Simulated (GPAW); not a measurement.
# CdS (Greenockite) (P6_3mc) in GPAW: convergence with basis set

Aim: find how far basis set must go before the results for CdS (Greenockite) settle, at RPBE. This setting moves, with any that are tied to it; all else stays.

Program: GPAW 26.7.0. These are calculated values, not measurements. Logs are shortened: lines on timing, memory, paths and dates and some standing lists are left out, and cuts for length are marked. The log counts tension as positive stress, the text compression.

**1. The crystal as given**

The structure is hexagonal, space group P6_3mc (No. 186). Conventional cell: a = 4.150 Å, b = 4.150 Å, c = 6.737 Å, α = 90.00°, β = 90.00°, γ = 120.00°. Cd (site symmetry 3m) has 4 S at 2.53 to 2.54 Å as nearest neighbours. S (site symmetry 3m) has 4 Cd at 2.53 to 2.54 Å as nearest neighbours.

**2. With basis set lcao:sz(dzp)**

run.py reads:

```python
from ase.dft.bandgap import bandgap
from ase.io import read, write
from gpaw import GPAW

atoms = read('POSCAR')

calc = GPAW(mode='lcao',
            h=0.16,
            basis='sz(dzp)',
            xc='RPBE',
            kpts={'size': (5, 5, 3), 'gamma': True},
            occupations={'name': 'fermi-dirac', 'width': 0.05},
            convergence={'density': 1e-05, 'energy': 1e-05},
            maxiter=100,
            txt='gpaw.txt')
atoms.calc = calc
energy = atoms.get_potential_energy()
forces = atoms.get_forces()
calc.write('gs.gpw')
write('result.traj', atoms)
print(f'Energy: {energy:.6f} eV')
print('Forces (eV/A):')
print(forces.round(4))
print('Fermi level:', round(calc.get_fermi_level(), 4), 'eV')
print(f'Gap: {bandgap(calc)[0]:.4f} eV, direct: {bandgap(calc, direct=True)[0]:.4f} eV')
```

POSCAR reads:

```
CdS
1.0
    4.1500000000      0.0000000000      0.0000000000
   -2.0750000000      3.5940054257      0.0000000000
    0.0000000000      0.0000000000      6.7370000000
Cd S
2 2
Direct
    0.6666666667      0.3333333333      0.5000000000
    0.3333333333      0.6666666667      0.0000000000
    0.6666666667      0.3333333333      0.8750000000
    0.3333333333      0.6666666667      0.3750000000
```

Potentials or basis: the program's PAW data sets (release 1.2.1) made for this functional, lcao:sz(dzp).

On the command line:

```
OMP_NUM_THREADS=1 python run.py
```

gpaw.txt:

```text
__  _  _
 | _ |_)|_||  |
 |__||  | ||/\| - 26.7.0

Input parameters:
  mode=LCAO(),
  basis={'default': 'sz(dzp)'},
  convergence={'density': 1e-05, 'energy': 1e-05},
  h=0.16,
  kpts=MonkhorstPack(size=(5, 5, 3), gamma=True),
  maxiter=100,
  occupations=Occupations(name='fermi-dirac', width=0.05),
  xc=XC(name='RPBE')

            S

            Cd
        S

        Cd

Atoms  # Å, Bohr magnetons
|   | symbol |         x |        y |        z |    initial magnetic moments |
|---|--------|-----------|----------|----------|-----------------------------|
| 0 |     Cd |  2.075000 | 1.198002 | 3.368500 | ( 0.0000,  0.0000,  0.0000) |
| 1 |     Cd | -0.000000 | 2.396004 | 0.000000 | ( 0.0000,  0.0000,  0.0000) |
| 2 |      S |  2.075000 | 1.198002 | 5.894875 | ( 0.0000,  0.0000,  0.0000) |
| 3 |      S | -0.000000 | 2.396004 | 2.526375 | ( 0.0000,  0.0000,  0.0000) |

Unit cell  # Å
| periodic |         x |        y |        z |  lengths |     angles |
|----------|-----------|----------|----------|----------|------------|
|      yes |  4.150000 | 0.000000 | 0.000000 | 4.150000 |  90.000000 |
|      yes | -2.075000 | 3.594005 | 0.000000 | 4.150000 |  90.000000 |
|      yes |  0.000000 | 0.000000 | 6.737000 | 6.737000 | 120.000000 |

Number of symmetries: 6
Symmetry operations  # r_c * U_cc + t_c -> r_c
|   | kind |            matrix            |
|---|------|------------------------------|
| 0 |  σ   |  1, 1, 0,  0,-1, 0,  0, 0, 1 |
| 1 |  E   |  1, 0, 0,  0, 1, 0,  0, 0, 1 |
| 2 |  C3  |  0, 1, 0, -1,-1, 0,  0, 0, 1 |
| 3 |  σ   |  0,-1, 0, -1, 0, 0,  0, 0, 1 |
| 4 |  σ   | -1, 0, 0,  1, 1, 0,  0, 0, 1 |
| 5 |  C3  | -1,-1, 0,  1, 0, 0,  0, 0, 1 |

BZ-sampling:
  Number of BZ points: 75
  Number of IBZ points: 12

  Monkhorst-Pack size: [5, 5, 3]
  Monkhorst-Pack shift: [0, 0, 0]

K-points  # in reciprocal-cell coordinates
|     |                                coordinates |     weight |
|-----|--------------------------------------------|------------|
|   0 | (  0.00000000,   0.00000000,   0.00000000) | 0.01333333 |
|   1 | (  0.00000000,   0.00000000,   0.33333333) | 0.02666667 |
|   2 | (  0.20000000,   0.00000000,  -0.33333333) | 0.08000000 |
|   3 | (  0.20000000,   0.00000000,   0.00000000) | 0.08000000 |
|   4 | (  0.20000000,   0.00000000,   0.33333333) | 0.08000000 |
|   5 | (  0.40000000,  -0.20000000,   0.00000000) | 0.08000000 |
|   6 | (  0.40000000,  -0.20000000,   0.33333333) | 0.16000000 |
|   7 | (  0.40000000,   0.00000000,  -0.33333333) | 0.08000000 |
|   8 | (  0.40000000,   0.00000000,   0.00000000) | 0.08000000 |
|   9 | (  0.40000000,   0.00000000,   0.33333333) | 0.08000000 |
| ... |                                            |            |
|  11 | (  0.40000000,   0.40000000,   0.33333333) | 0.16000000 |

basis functions: 26
Spin-components: 1 (collinear spins)
Bands:           26
Projectors:      22
Spin-degeneracy: 2
Datatype:        <class 'complex'>

Parallelization:
  kpt:    1
  domain: 1
  band:   1

Density:
  Valence electrons: 36.0
  Components: 1
  Grid points: [24 24 44]
  Charge: 0.0  # |e|

Potential:
  Grid points: [24 24 44]

species:
  Cd:
    name:    Cadmium
    Z:       48.0
    valence: 12
    core:    36
    charge:  0.0  # [|e|]
    compensation charges:
      type: gauss
      rc: 0.38  # [Å]
      lmax: 2
[... 146 lines left out ...]
Parallelization:
  kpt:    1
  domain: 1
  band:   1

Density:
  Valence electrons: 36.0
  Components: 1
  Grid points: [24 24 44]
  Charge: 0.0  # |e|

Potential:
  Grid points: [24 24 44]

species:
  Cd:
    name:    Cadmium
    Z:       48.0
    valence: 12
    core:    36
    charge:  0.0  # [|e|]
    compensation charges:
      type: gauss
      rc: 0.38  # [Å]
      lmax: 2
    cutoffs:
      filter: 2.12  # [Å]
      core: 2.62  # [Å]
    projectors
    | kind |    occ | energy [eV] | rcut [Å] |
    |------|--------|-------------|----------|
    |   5s |  2.000 |      -5.542 |    1.191 |
    |   5p |  0.000 |      -1.167 |    1.228 |
    |   4d | 10.000 |     -11.705 |    1.164 |
    |    s |        |      21.670 |    1.191 |
    |    p |        |      26.044 |    1.228 |
    |    d |        |      15.507 |    1.164 |

    LCAO basis set for Cd:
      Name: sz(dzp)
      File: <dir>
      Number of radial functions: 3
      Number of spherical harmonics: 9
        l=0, rc=8.5781 Bohr: 5s-sz confined orbital
        l=1, rc=12.6406 Bohr: 5p-sz confined orbital
        l=2, rc=4.9062 Bohr: 4d-sz confined orbital
      Number of RI-basis functions 0

  S:
    name:    Sulfur
    Z:       16.0
    valence: 6
    core:    10
    charge:  0.0  # [|e|]
    compensation charges:
      type: gauss
      rc: 0.24  # [Å]
      lmax: 2
    cutoffs:
      filter: 1.77  # [Å]
      core: 1.66  # [Å]
    projectors
    | kind |    occ | energy [eV] | rcut [Å] |
    |------|--------|-------------|----------|
    |   3s |  2.000 |     -17.247 |    0.974 |
    |   3p |  4.000 |      -6.991 |    0.979 |
    |    s |        |       9.964 |    0.974 |
    |    p |        |      20.220 |    0.979 |
    |    d |        |       0.000 |    0.900 |

    LCAO basis set for S:
      Name: sz(dzp)
      File: <dir>
      Number of radial functions: 2
      Number of spherical harmonics: 4
        l=0, rc=5.5156 Bohr: 3s-sz confined orbital
        l=1, rc=6.9375 Bohr: 3p-sz confined orbital
      Number of RI-basis functions 0

Reference energy: -326086.288313  # eV

eigensolver:
  <gpaw.new.lcao.eigensolver.LCAOEigensolver object>
density mixing:
  MSR1-Mixer
  Pratt-step length: 0.05
  Maximum mixing coefficient: 0.75
  Old densities: 10
  SVD Regularization: 0.005
  Good broyden scale: 1.0
  Trust region scale: 1.0
  Backstep threshold: 4.0
  History deletion threshold: 6.0
  Fourier metric: weight=20.0, sigma=0.015

occupation numbers:
  Fermi-Dirac:
    width: 0.0500  # eV

FastPoissonSolver using
    Stencil: 8*3+1=25 point O(h^6) finite-difference Laplacian
    FFT axes: [np.int64(0), np.int64(1), np.int64(2)]
    FST axes: []

xc functional:
  name: RPBE with 2 nearest neighbor stencil
interpolation: tri-quintic # 5. degree polynomial

convergence criteria:
- Maximum integral of absolute [dens]ity change: 1e-05 electrons / valence electron
- Maximum [total energy] change in last 3 cyles: 1e-05 eV / valence electron
- Maximum integral of absolute [eigenst]ate change: 4e-08 eV^2 / valence electron
maximum number of iterations: 100

SCF iterations
|iter     | |      energy | eigst |  dens |
|---------|-|-------------|-------|-------|
|iter:   1| |   -9.269638 |      c|       |
|iter:   2| |   -9.207686 |      c| -1.23 |
|iter:   3| |   -8.945604 |      c| -1.26 |
|iter:   4| |   -8.944158 |      c| -1.91 |
|iter:   5| |   -8.943955 |      c| -2.38 |
|iter:   6| |   -8.943952c|      c| -3.94 |
|iter:   7| |   -8.943951c|      c| -4.40 |
|iter:   8| |   -8.943951c|      c| -5.80c|

Converged in 8 steps
Energy contributions relative to reference atoms: (reference = -326086.288313)

Energy contributions:
  Kinetic:          77.646476
  Coulomb:         -67.960279
  Zero:              0.140668
  External:          0.000000
  Xc:              -18.770816
  Entropy:          -0.000000
  Spinorbit:         0.000000
  ----------------------------
  Free energy:      -8.943951
  Extrapolated:     -8.943951

dipole moment: (0.000000, -0.000000, -18.724024)  # |e|*Ang

Fermi level: 4.344
Eigenvalues  # (at kpt = [0.000, 0.000, 0.000])
| band index |      eig [eV] | occ [0-2] |
|------------|---------------|-----------|
|          0 |        -8.723 |     2.000 |
|        ... |               |           |
|         10 |        -3.159 |     2.000 |
|         11 |        -2.840 |     2.000 |
|         12 |        -0.662 |     2.000 |
|         13 |         2.879 |     2.000 |
|         14 |         2.879 |     2.000 |
|         15 |         3.591 |     2.000 |
[... 8 lines left out ...]
|         24 |        13.127 |     0.000 |
|         25 |        13.127 |     0.000 |

Gap: 1.363 eV
Transition (v -> c):
  (s=0, k=0, n=17, [0.00, 0.00, 0.00]) -> (s=0, k=0, n=18, [0.00, 0.00, 0.00])
No difference between direct/indirect transitions

Forces  # eV/Ang
|        x |        y |        z |
|----------|----------|----------|
| -0.00000 | -0.00000 | -0.08240 |  # Cd   0
|  0.00000 |  0.00000 | -0.08240 |  # Cd   1
|  0.00000 |  0.00000 |  0.08338 |  # S    2
| -0.00000 |  0.00000 |  0.08338 |  # S    3

# Writing to gs.gpw (mode='')
```

Wall time 45 s (1 thread of Arm Neoverse V1, shared host); peak memory 0.27 GiB.

Results:

```
Free energy            : -8.9440 eV
Largest force          : 0.083 eV/Å
Band gap on the k mesh : 1.36 eV, direct
```

**3. With basis set lcao:szp(dzp)**

Changes to run.py since step 2:

```diff
@@ -8,3 +8,3 @@
             h=0.16,
-            basis='sz(dzp)',
+            basis='szp(dzp)',
             xc='RPBE',
```

POSCAR is that of step 2.

Potentials or basis: the program's PAW data sets (release 1.2.1) made for this functional, lcao:szp(dzp).

On the command line:

```
OMP_NUM_THREADS=1 python run.py
```

Run time: 79 s. Hardware: 1 thread of Arm Neoverse V1, shared host; peak memory 0.29 GiB.

What came out:

| Item | Value |
| --- | --- |
| Free energy | -9.6843 eV |
| Largest force | 0.074 eV/Å |
| Band gap on the k mesh | 1.36 eV, direct |

**4. With basis set lcao:dz(dzp)**

Changes to run.py since step 3:

```diff
@@ -8,3 +8,3 @@
             h=0.16,
-            basis='szp(dzp)',
+            basis='dz(dzp)',
             xc='RPBE',
```

POSCAR is that of step 3.

Potentials or basis: the program's PAW data sets (release 1.2.1) made for this functional, lcao:dz(dzp).

On the command line:

```
OMP_NUM_THREADS=1 python run.py
```

Run time: 65 s. Hardware: 1 thread of Arm Neoverse V1, shared host; peak memory 0.29 GiB.

What came out:

```
Free energy            : -9.5758 eV
Largest force          : 0.074 eV/Å
Band gap on the k mesh : 1.38 eV, direct
```

**5. With basis set lcao:dzp**

Changes to run.py since step 4:

```diff
@@ -8,3 +8,3 @@
             h=0.16,
-            basis='dz(dzp)',
+            basis='dzp',
             xc='RPBE',
```

POSCAR is that of step 4.

Potentials or basis: the program's PAW data sets (release 1.2.1) made for this functional, lcao:dzp.

On the command line:

```
OMP_NUM_THREADS=1 python run.py
```

Wall time 1.8 min (1 thread of Arm Neoverse V1, shared host); peak memory 0.31 GiB.

The run converged. Its results:

| Item | Value |
| --- | --- |
| Free energy | -10.1310 eV |
| Largest force | 0.064 eV/Å |
| Band gap on the k mesh | 1.37 eV, direct |

**6. With basis set fd**

Changes to run.py since step 5:

```diff
@@ -6,5 +6,4 @@
 
-calc = GPAW(mode='lcao',
+calc = GPAW(mode='fd',
             h=0.16,
-            basis='dzp',
             xc='RPBE',
@@ -12,2 +11,3 @@
             occupations={'name': 'fermi-dirac', 'width': 0.05},
+            nbands=31,
             convergence={'density': 1e-05, 'energy': 1e-05},
```

POSCAR is that of step 5.

Potentials or basis: the program's PAW data sets (release 1.2.1) made for this functional, fd.

On the command line:

```
OMP_NUM_THREADS=1 python run.py
```

Wall time 97 s (1 thread of Arm Neoverse V1, shared host); peak memory 0.47 GiB.

It converged, with:

```yaml
Free_energy: -11.3611 eV
Largest_force: 0.067 eV/Å
Band_gap_on_the_k_mesh: 1.36 eV, direct
```

**7. With basis set pw**

Changes to run.py since step 6:

```diff
@@ -2,3 +2,4 @@
 from ase.io import read, write
-from gpaw import GPAW
+from ase.units import GPa
+from gpaw import GPAW, PW
 
@@ -6,4 +7,3 @@
 
-calc = GPAW(mode='fd',
-            h=0.16,
+calc = GPAW(mode=PW(600),
             xc='RPBE',
@@ -18,2 +18,3 @@
 forces = atoms.get_forces()
+stress = atoms.get_stress()
 calc.write('gs.gpw')
@@ -23,2 +24,3 @@
 print(forces.round(4))
+print('Stress (GPa):', (stress / GPa).round(3))
 print('Fermi level:', round(calc.get_fermi_level(), 4), 'eV')
```

POSCAR is that of step 6.

Potentials or basis: the program's PAW data sets (release 1.2.1) made for this functional, pw.

On the command line:

```
OMP_NUM_THREADS=1 python run.py
```

Run time: 25 s. Hardware: 1 thread of Arm Neoverse V1, shared host; peak memory 0.19 GiB.

The run converged. Its results:

```yaml
Free_energy: -11.3493 eV
Pressure: 4.1 GPa
Largest_force: 0.067 eV/Å
Band_gap_on_the_k_mesh: 1.36 eV, direct
```

**8. The series at a glance**

```tsv
basis set	energy less the tightest run, at zero smearing (meV/atom)	largest force (eV/Å)	gap on the mesh (eV)	SCF cycles	CPU time (s)	peak memory (GiB)
lcao:sz(dzp)	601.34	0.083	1.363	8	45	0.27
lcao:szp(dzp)	416.24	0.074	1.357	8	79	0.29
lcao:dz(dzp)	443.39	0.074	1.379	8	65	0.29
lcao:dzp	304.58	0.064	1.368	8	110	0.31
fd	-2.95	0.067	1.360	12	97	0.47
pw	0.00	0.067	1.361	10	25	0.19
```

Against the tightest run, the largest force stays within 0.005 eV/Å from lcao:dzp on; the gap on the mesh stays within 0.01 eV from lcao:dzp on. Not settled before the last step: the energy (to 1 meV/atom). The tightest run that finished is the yardstick and may itself not be fully converged.
